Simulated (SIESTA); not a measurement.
# MgSi under changes of volume

One of the cells (17.355 Å³/atom); the others are scaled copies at fixed shape and fractional positions:

```xyz
2
Lattice="2.9084 0.0000 0.0000 0.0000 2.9084 0.0000 0.0000 0.0000 4.1034" Properties=species:S:1:pos:R:3 pbc="T T T"
Si    1.4542    1.4542    2.0517
Mg    0.0000    0.0000    0.0000
```

The cell comes from a database or a generator and needn't be the stable form of this composition.

```yaml
Program: SIESTA 5.4.2
Functional: PBEsol
Potentials_or_basis: PseudoDojo 0.4 standard (PBEsol files)
Basis: DZP (energy shift 0.003 Ry; two zetas on semicore shells)
Grid_cutoff: 800 Ry
Energy_shift: 0.003 Ry
k_mesh: 9 × 9 × 7
Occupations: fermi-dirac, width 0.05 eV
Spin: no spin polarisation
```

| volume (Å³/atom) | energy over the lowest point (meV/atom) | pressure (GPa) |
| --- | --- | --- |
| 16.314 | 20.04 | 5.3 |
| 16.661 | 10.23 | 3.7 |
| 17.008 | ? | ? |
| 17.355 | 0.43 | 0.9 |
| 17.702 | 0.00 | -0.4 |
| 18.049 | 2.25 | -1.5 |
| 18.396 | 6.72 | -2.5 |

What does the run at 17.008 Å³/atom give?

Energy over the lowest point 3.79 meV/atom; pressure 2.3 GPa.

Worked out: A Birch-Murnaghan fit of order 3 (a polynomial in V^(-2/3)) to the other rows has its minimum at 17.58 Å³/atom with B0 = V·E''(V) = 63 GPa and B' = 3.6 at fixed shape and positions, which overstates the stiffness. It gives 3.76 meV/atom at 17.008 Å³/atom, against the run's 3.79, and -dE/dV = 2.2 GPa, against 2.3.

Energies are extrapolated to zero smearing.

Caveats: the basis of atomic orbitals isn't converged, which shifts pressures, moduli and gaps.
